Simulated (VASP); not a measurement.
A run of VASP 6.6.1 is set up as follows.

File INCAR:

```
PREC = Accurate
ENCUT = 600
EDIFF = 1E-6
ISMEAR = -1
SIGMA = 0.05
LREAL = False
LASPH = True
NELM = 100
ALGO = Fast
ISIF = 3
LWAVE = False
LCHARG = False
GGA = PE
IBRION = 2
NSW = 40
EDIFFG = -0.005
```

File KPOINTS:

```
Automatic mesh
0
Gamma
  11 11 11
```

Contents of POSCAR:

```
Ag
1.0
   -1.6556540000      1.6556540000      1.6556540000
    1.6556540000     -1.6556540000      1.6556540000
    1.6556540000      1.6556540000     -1.6556540000
Ag
1
Direct
    0.0000000000      0.0000000000      0.0000000000
```

Potentials or basis: VASP PAW PBE potentials, release 64 (Ag_GW).

Run with:

```console
$ cat potpaw_PBE.64/Ag_GW/POTCAR > POTCAR
$ mpirun -np 1 vasp_std > vasp.out
```

**Question.** Estimate the band gap on the k mesh.

**Answer.** None (metal or under the smearing width).

**Question.** What does it give for the relaxed cell?

**Answer.** a = 2.857 Å, b = 2.857 Å, c = 2.857 Å, α = 109.47°, β = 109.47°, γ = 109.47°.

The path:
| step | energy change (eV) | largest force (eV/Å) | pressure (GPa) | volume (Å³) |
| --- | --- | --- | --- | --- |
| 1 | 0.0000 | 0.0000 | -1.10 | 18.15 |
| 2 | -0.0005 | 0.0000 | 0.64 | 17.83 |
| 3 | -0.0007 | 0.0000 | 0.07 | 17.94 |
| 4 | -0.0007 | 0.0000 | -0.05 | 17.95 |
| 5 | -0.0007 | 0.0000 | -0.05 | 17.95 |
| 6 | -0.0007 | 0.0000 | -0.05 | 17.95 |
| 7 | -0.0007 | 0.0000 | -0.04 | 17.95 |
